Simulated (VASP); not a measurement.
# Al2O3 (P-6m2) in VASP: single point with PBEsol

Aim: the single point of Al2O3 with PBEsol.

Everything below comes from runs of VASP 6.6.1. Logs are shortened: lines on timing, memory, paths and dates and some standing lists are left out, and cuts for length are marked.

**1. The structure**

The structure is hexagonal, space group P-6m2 (No. 187). The conventional cell has a = 2.884 Å, b = 2.884 Å, c = 9.337 Å, α = 90.00°, β = 90.00°, γ = 120.00°. Al (site symmetry 3m) is surrounded by 3 O at 1.80 Å. O (site symmetry 3m) has 3 Al at 1.80 Å as nearest neighbours. Around O (site symmetry -6m2) lie 6 Al at 2.18 Å.

Measurements of this composition are mostly on another form, of space group No. 167.

**2. Single point, PBEsol**

The input, INCAR:

```
PREC = Accurate
ENCUT = 520
EDIFF = 1E-6
ISMEAR = 0
SIGMA = 0.05
LREAL = F
LASPH = T
NELM = 60
ALGO = Normal
ISIF = 2
LWAVE = F
LCHARG = F
GGA = PS
NBANDS = 20
```

The input, KPOINTS:

```
regular mesh
0
Gamma
  9 9 4
```

The input, POSCAR:

```
Al2O3
1.0
    2.8843249483      0.0000000000      0.0000000000
   -1.4421624742      2.4978986780      0.0000000000
    0.0000000000      0.0000000000      9.3367544600
Al O
2 3
Direct
    0.0000000000      0.0000000000      0.1499923300
    0.0000000000      0.0000000000      0.8500076700
    0.3333333333      0.6666666667      0.2223169200
    0.6666666667      0.3333333333      0.0000000000
    0.3333333333      0.6666666667      0.7776830800
```

Potentials or basis: VASP PAW PBE potentials, release 64 (Al, O).

Run with:

```console
$ cat potpaw_PBE.64/Al/POTCAR potpaw_PBE.64/O/POTCAR > POTCAR
$ mpirun -np 1 vasp_std > vasp.out
```

OUTCAR:

```text
PREC = Accurate
   ENCUT = 520
   EDIFF = 1E-6
   ISMEAR = 0
   LREAL = F
   LASPH = T
   NELM = 60
   ISIF = 2
   GGA = PS

 ion  position               nearest neighbor table
   1  0.000  0.000  0.150-   3 1.80   3 1.80   3 1.80   4 2.18   4 2.18   4 2.18   2 2.80
   2  0.000  0.000  0.850-   5 1.80   5 1.80   5 1.80   4 2.18   4 2.18   4 2.18   1 2.80
   3  0.333  0.667  0.222-   1 1.80   1 1.80   1 1.80
   4  0.667  0.333  0.000-   1 2.18   2 2.18   1 2.18   2 2.18   1 2.18   2 2.18
   5  0.333  0.667  0.778-   2 1.80   2 1.80   2 1.80

  LATTYP: Found a hexagonal cell.
 ALAT       =     2.8843249483
 C/A-ratio  =     3.2370674689

  Lattice vectors:

 A1 = (   2.8843249483,   0.0000000000,   0.0000000000)
 A2 = (  -1.4421624742,   2.4978986780,   0.0000000000)
 A3 = (   0.0000000000,   0.0000000000,   9.3367544600)

Analysis of symmetry for initial positions (statically):
=====================================================================
 Subroutine PRICEL returns:
 Original cell was already a primitive cell.

 Routine SETGRP: Setting up the symmetry group for a
 hexagonal supercell.

 Subroutine GETGRP returns: Found 12 space group operations
 (whereof 12 operations were pure point group operations)
 out of a pool of 24 trial point group operations.

The static configuration has the point symmetry D_3h.

Analysis of symmetry for dynamics (positions and initial velocities):
=====================================================================
 Subroutine PRICEL returns:
 Original cell was already a primitive cell.

 Routine SETGRP: Setting up the symmetry group for a
 hexagonal supercell.

 Subroutine GETGRP returns: Found 12 space group operations
 (whereof 12 operations were pure point group operations)
 out of a pool of 24 trial point group operations.

The dynamic configuration has the point symmetry D_3h.

 Subroutine INISYM returns: Found 12 space group operations
 (whereof 12 operations are pure point group operations),
 and found     1 'primitive' translations

----------------------------------------------------------------------------------------

                                     Primitive cell
[... 94 lines left out ...]
   LASPH  =      T    aspherical Exc in radial PAW
   ENCUT  =  520.0 eV  38.22 Ry    6.18 a.u.   5.36  5.36 17.36*2*pi/ulx,y,z
   NELM   =     60;   NELMIN=  2; NELMDL= -5     # of ELM steps
   EDIFF  = 0.1E-05   stopping-criterion for ELM
   LREAL  =      F    real-space projection
   EDIFFG = 0.1E-04   stopping-criterion for IOM
   NSW    =      0    number of steps for IOM
   IBRION =     -1    ionic relax: 0-MD 1-quasi-New 2-CG
   NFREE  =      0    steps in history (QN), initial steepest desc. (CG)
   ISIF   =      2    stress and relaxation
   ISYM   =      2    0-nonsym 1-usesym 2-fastsym
   POTIM  = 0.5000    time-step for ionic-motion
   TEBEG  =    0.0;   TEEND  =   0.0 temperature during run
   PSTRESS=    0.0 pullay stress
   NELECT =      24.0000    total number of electrons
   NUPDOWN=      -1.0000    fix difference up-down
   EMIN   =  10.00;   EMAX   =-10.00  energy-range for DOS
   EFERMI =   0.00;   METHOD = LEGACY
   ISMEAR =     0;   SIGMA  =   0.05  broadening in eV -4-tet -1-fermi 0-gaus
   EFERMI_NEDOS =   21; number of points for ismear=-14 and -15
   IALGO  =     38    algorithm
   IMIX   =      4    mixing-type and parameters
     AMIX     =   0.40;   BMIX     =  1.00
     AMIX_MAG =   1.60;   BMIX_MAG =  1.00
  volume/ion in A,a.u.               =      13.45        90.79
  Fermi-wavevector in a.u.,A,eV,Ry     =   1.161111  2.194181 18.343074  1.348178
  Thomas-Fermi vector in A             =   2.297686
   LORBIT       =      0    0 simple, 1 ext, 2 COOP (PROOUT), +10 PAW based schemes
   GGA     = PS    functional components
   LHFCALC =     F    Hartree Fock is set to
   AEXX    =    0.0000 exact exchange contribution
   IVDW    =     0    specifies the selected vdW correction
   LEPSILON=     F    determine dielectric tensor
   LRPA    =     F    only Hartree local field effects (RPA)
 non-spin polarized calculation
 Gauss-broadening in eV      SIGMA  =   0.05
  energy-cutoff  :      520.00
  volume of cell :       67.27
 maximum number of plane-waves:      1853
 NGX is ok and might be reduce to    24
   NGX = 11   NGY = 11   NGZ = 35

 number of electron      23.9999983 magnetization

 Free energy of the ion-electron system (eV)
  ---------------------------------------------------
  ext. energy  EPLUGINS =         0.00000000
  ---------------------------------------------------
  free energy    TOTEN  =       -38.13132092 eV

  energy without entropy =      -38.13132092  energy(sigma->0) =      -38.13132092

 E-fermi :   1.1131     XC(G=0):  -8.6146

 val. band max:        0.8107964097   @ k =   0.1111   0.1111   0.0000
 cond. band min:       5.5436745090   @ k =   0.0000   0.0000   0.0000
 fundamental gap:      4.7328780992
 Fermi energy:         1.1131072897

 k-point     1 :       0.0000    0.0000    0.0000
  band No.  band energies     occupation
      1     -17.8477      2.00000
      2     -16.8126      2.00000
      3     -15.6088      2.00000
      4      -4.1998      2.00000
      5      -1.3277      2.00000
      6      -0.6827      2.00000
[... 541 lines left out ...]
     19      13.6438      0.00000
     20      13.8297      0.00000

 [... further k-points ...]

------------------------ aborting loop because EDIFF is reached ----------------------------------------

  FORCE on cell =-STRESS in cart. coord.  units (eV):
  Direction    XX          YY          ZZ          XY          YZ          ZX
  --------------------------------------------------------------------------------------
  -------------------------------------------------------------------------------------
  Total       -1.2765885     -1.2765885     -0.9143476      0.0000000      0.0000000      0.0000000
  in kB      -30.4051086    -30.4051086    -21.7774470      0.0000000      0.0000000      0.0000000
  external PRESSURE =     -27.5292214 kB  Pullay stress =       0.0000000 kB

 VOLUME and BASIS-vectors are now :
 -----------------------------------------------------------------------------
  energy-cutoff  :      520.00
  volume of cell :       67.27
      direct lattice vectors                 reciprocal lattice vectors
     2.884324948  0.000000000  0.000000000     0.346701574  0.200168247  0.000000000
    -1.442162474  2.497898678  0.000000000     0.000000000  0.400336494  0.000000000
     0.000000000  0.000000000  9.336754460     0.000000000  0.000000000  0.107103598

 POSITION                                       TOTAL-FORCE (eV/Angst)
 -----------------------------------------------------------------------------------
      0.00000      0.00000      1.40044         0.000000     -0.000000     -0.086558
      0.00000      0.00000      7.93631         0.000000      0.000000      0.086558
     -0.00000      1.66527      2.07572        -0.000000      0.000000     -0.143446
      1.44216      0.83263      0.00000         0.000000     -0.000000      0.000000
     -0.00000      1.66527      7.26104        -0.000000     -0.000000      0.143446
 -----------------------------------------------------------------------------------
    total drift:                                0.000000     -0.000000      0.000000

  FREE ENERGIE OF THE ION-ELECTRON SYSTEM (eV)
  ---------------------------------------------------
  free  energy   TOTEN  =       -38.1313209230 eV

  energy  without entropy=      -38.1313209230  energy(sigma->0) =      -38.13132092
```

OSZICAR:

```text
N       E                     dE             d eps       ncg     rms          rms(c)
DAV:   1     0.116299042761E+03    0.11630E+03   -0.12130E+04  1456   0.107E+03
DAV:   2    -0.336723996812E+02   -0.14997E+03   -0.14573E+03  1808   0.248E+02
DAV:   3    -0.421392712524E+02   -0.84669E+01   -0.84341E+01  1848   0.607E+01
DAV:   4    -0.422299593476E+02   -0.90688E-01   -0.90657E-01  1856   0.696E+00
DAV:   5    -0.422313944394E+02   -0.14351E-02   -0.14351E-02  1816   0.822E-01    0.120E+01
DAV:   6    -0.382283059581E+02    0.40031E+01   -0.12605E+01  1556   0.253E+01    0.453E+00
DAV:   7    -0.381796234730E+02    0.48682E-01   -0.40978E-01  1772   0.440E+00    0.248E+00
DAV:   8    -0.381347106590E+02    0.44913E-01   -0.56594E-02  1832   0.218E+00    0.766E-01
DAV:   9    -0.381281543935E+02    0.65563E-02   -0.15715E-02  1876   0.108E+00    0.199E-01
DAV:  10    -0.381293060165E+02   -0.11516E-02   -0.35923E-03  1640   0.392E-01    0.153E-01
DAV:  11    -0.381310846013E+02   -0.17786E-02   -0.37186E-03  1580   0.566E-01    0.874E-02
DAV:  12    -0.381312740798E+02   -0.18948E-03   -0.59206E-04  1588   0.175E-01    0.552E-02
DAV:  13    -0.381313258794E+02   -0.51800E-04   -0.27306E-04  1544   0.127E-01    0.195E-02
DAV:  14    -0.381313210915E+02    0.47879E-05   -0.21312E-05  1812   0.453E-02    0.643E-03
DAV:  15    -0.381313209230E+02    0.16849E-06   -0.44192E-06  1612   0.153E-02
   1 F= -.38131321E+02 E0= -.38131321E+02  d E =-.800973E-19
```

stdout:

```text
POSCAR found type information on POSCAR AlO
 POSCAR found :  2 types and       5 ions
 scaLAPACK will be used
 -----------------------------------------------------------------------------
|                                                                             |
|                                                                             |
|     You enforced a specific xc type in the INCAR file but a different       |
|     I HOPE YOU KNOW WHAT YOU ARE DOING!                                     |
|                                                                             |
 -----------------------------------------------------------------------------

 LDA part: xc-table for (Slater+PW92), standard interpolation
 POSCAR, INCAR and KPOINTS ok, starting setup
 FFT: planning ... GRIDC
 FFT: planning ... GRID_SOFT
 FFT: planning ... GRID
 WAVECAR not read
 entering main loop
```

Run time: 18 s. Hardware: 1 thread of Intel Xeon 6975P-C (Granite Rapids), shared host; peak memory 0.2 GiB.

What came out:

| Property | Result |
| --- | --- |
| Free energy | -38.1313 eV |
| Pressure | -2.8 GPa |
| Largest force | 0.143 eV/Å |
| Band gap on the k mesh | 4.73 eV, indirect (least direct gap 4.98 eV) |

Forces in eV/Å, atoms in the order of the input:
```
Al   0.000  0.000 -0.087
Al   0.000  0.000  0.087
O    0.000  0.000 -0.143
O    0.000  0.000  0.000
O    0.000  0.000  0.143
```

Levels at points of the mesh, in eV from the valence-band top:
| k point | band 8 | band 9 | band 10 | band 11 | band 12 | band 13 | band 14 | band 15 | band 16 | band 17 |
| --- | --- | --- | --- | --- | --- | --- | --- | --- | --- | --- |
| (0.00, 0.00, 0.00) | -1.26 | -1.26 | -0.53 | -0.53 | -0.25 | 4.73 | 7.41 | 7.74 | 9.18 | 12.93 |
| (0.00, 0.00, 0.50) | -1.26 | -1.26 | -0.53 | -0.53 | -0.30 | 4.86 | 7.03 | 7.85 | 9.51 | 12.71 |

Caveat: the PAW data sets were made with another functional, which shifts forces and pressure a little; an odd mesh through Γ misses points on the zone boundary, where band edges often lie.
